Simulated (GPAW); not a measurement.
Runs of GPAW 26.7.0 on GaP. The structure is cubic, space group F-43m (No. 216). Conventional cell: a = 5.451 Å, b = 5.451 Å, c = 5.451 Å, α = 90.00°, β = 90.00°, γ = 90.00°. Ga (site symmetry -43m) is surrounded by 4 P at 2.36 Å. Around P (site symmetry -43m) lie 4 Ga at 2.36 Å. 

```tsv
task	level	potentials or basis	spin	cell	k mesh	smearing	optimizer	fmax	max steps	convergence	band path	gap on the mesh (eV)	pressure (GPa)
single point	PBE	GPAW PAW data sets (gpaw-data 1.2.1), pw	off	as given	8 × 8 × 8	gaussian 0.014 eV	-	-	-	-	-	1.67	4.5
single point	PBE	GPAW PAW data sets (gpaw-data 1.2.1), pw	off	as given	8 × 8 × 8	gaussian 0.027 eV	-	-	-	-	-	1.67	4.5
single point	PBE	GPAW PAW data sets (gpaw-data 1.2.1), pw	off	as given	8 × 8 × 8	gaussian 0.021 eV	-	-	-	-	-	1.67	4.5
relaxation of cell and atoms	LDA	the program's PAW data sets (release 1.2.1) made for this functional, pw	off	relaxed	8 × 8 × 8	fermi-dirac 0.05 eV	BFGS	0.05 eV/Å	40	density=1e-05 forces=0.0001	-	1.50	0.0
band structure	r2SCAN	GPAW PAW data sets (gpaw-data 1.2.1), pw	SOC, no magnetisation	as given	6 × 6 × 6	fermi-dirac 0.05 eV	-	-	-	-	GXWKGLUWLK,UX	1.91	(a)
```

Alike in all rows: cutoff (eV) 600.

Task: Fill in the values left out.

Result: (a) 1.5.

Caveats: later steps reuse the first step's grids (some runs); spin-orbit coupling was added after a scalar SCF, so levels and gaps hold it while energy, forces, pressure and moments don't (some runs); this program's spin-orbit splittings come out too wide for heavy elements (some runs); the PAW data sets were made with another functional, which shifts forces and pressure a little (some runs).

A k mesh can miss the band edges, and rows without SOC leave out spin-orbit coupling on Ga.
